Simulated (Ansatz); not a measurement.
# AlGa3N4: further runs on the relaxed cell

One table from this session's results is given with a row withheld; the runs are named, their logs left out.

Computed with Ansatz 0.2.0 (DFT r2SCAN, scalar-relativistic, plane waves, PAW, unless a step's input says otherwise).

1 further run of the same task is left out (set aside as unsound or not needed). Runs told in other sessions of the task aren't counted.

## Starting point

It takes space group P-43m (No. 215, cubic). The conventional cell has a = 4.465 Å, b = 4.465 Å, c = 4.465 Å, α = 90.00°, β = 90.00°, γ = 90.00°. Al (site symmetry -43m) has 4 N at 1.89 Å in its first shell of neighbours. Around Ga (site symmetry -42m) lie 4 N at 1.95 Å. N (site symmetry 3m) is surrounded by 1 Al at 1.89 Å and 3 Ga at 1.95 Å.

Coordinates:

```xyz
8
Lattice="4.4653 0.0000 0.0000 0.0000 4.4653 0.0000 0.0000 0.0000 4.4653" Properties=species:S:1:pos:R:3 pbc="T T T"
Al    0.0000    0.0000    0.0000
Ga    2.2327    2.2327    0.0000
Ga    2.2327    0.0000    2.2327
Ga    0.0000    2.2327    2.2327
N     3.3729    3.3729    1.0924
N     3.3729    1.0924    3.3729
N     1.0924    3.3729    3.3729
N     1.0924    1.0924    1.0924
```

It goes back to an entry of the Materials Project, which need not be the stable form.

This cell was relaxed beforehand with the same method: volume 11.13 Å³/atom, gap on the mesh 2.82 eV.

Set-up of the first run:

Input file input.yaml:

```yaml
crystal:
  lattice:
    - [4.4202368717, 0.0, 0.0]
    - [0.0, 4.4202368717, 0.0]
    - [0.0, 0.0, 4.4202368717]
  atoms:
    - { symbol: Al, position: [0.0, 0.0, 0.0] }
    - { symbol: Ga, position: [0.5, 0.5, 0.0] }
    - { symbol: Ga, position: [0.5, 0.0, 0.5] }
    - { symbol: Ga, position: [0.0, 0.5, 0.5] }
    - { symbol: "N", position: [0.7553510551, 0.7553510551, 0.2446489449] }
    - { symbol: "N", position: [0.7553510551, 0.2446489449, 0.7553510551] }
    - { symbol: "N", position: [0.2446489449, 0.7553510551, 0.7553510551] }
    - { symbol: "N", position: [0.2446489449, 0.2446489449, 0.2446489449] }
basis:
  ecutwfc: 500
kpoints:
  mp_grid: { grid: [6, 6, 6] }
hamiltonian:
  xc: r2scan
scf:
  occupations: { method: gaussian, width: 0.02 }
output:
  forces: true
  stress: true
  eigenvalues: true
relax:
  adjacent_minimum: "off"
  f_tol: 0.01
  max_steps: 30
```

Command:

```
$ ansatz run input.yaml --threads 2 --pin off --max-ram 5120MiB --backend cpu --events-out ev --progress --plain --runs-dir out
```

Steps of the session up to this table: Volume × 0.97; Volume × 1.03; Volume × 0.94; The cell scaled to 1.06 of its volume; Volume × 0.91; The cell scaled to 1.10 of its volume; Volume × 0.88.

One of the session's tables, all rows but one given; the rest of the session is left out.

It belongs to the step «Equation of state». 

| volume (Å³/atom) | energy above the lowest point (meV/atom) | pressure (GPa) | gap on the mesh (eV) |
| --- | --- | --- | --- |
| 9.794 | 124.8 | 33.38 | 3.77 |
| 10.128 | ? | ? | ? |
| 10.462 | 27.9 | 14.11 | 3.27 |
| 10.796 | 6.6 | 6.51 | 3.04 |
| 11.129 | 0.0 | 0.01 | 2.82 |
| 11.463 | 5.9 | -5.56 | 2.60 |
| 11.797 | 22.6 | -10.31 | 2.39 |
| 12.242 | 58.8 | -15.60 | 2.13 |

Q: Estimate the row for volume (Å³/atom) = 10.128 from the others.

Worked estimate for «energy above the lowest point (meV/atom)». A straight line through the neighbours (9.794, 124.8) and (10.462, 27.9) gives 124.8 + (27.9 − 124.8) × (10.128 − 9.794) / (10.462 − 9.794) = 76.3; a parabola fitted to 3 rows on both sides gives 67.3.

**Answer.** energy above the lowest point (meV/atom): 66.3; pressure (GPa): 22.99; gap on the mesh (eV): 3.51. In «energy above the lowest point (meV/atom)» the line misses by +10.0 and the parabola by +1.0.

Caveats from the session: Warnings in the runs' records: stress scf threshold loose.
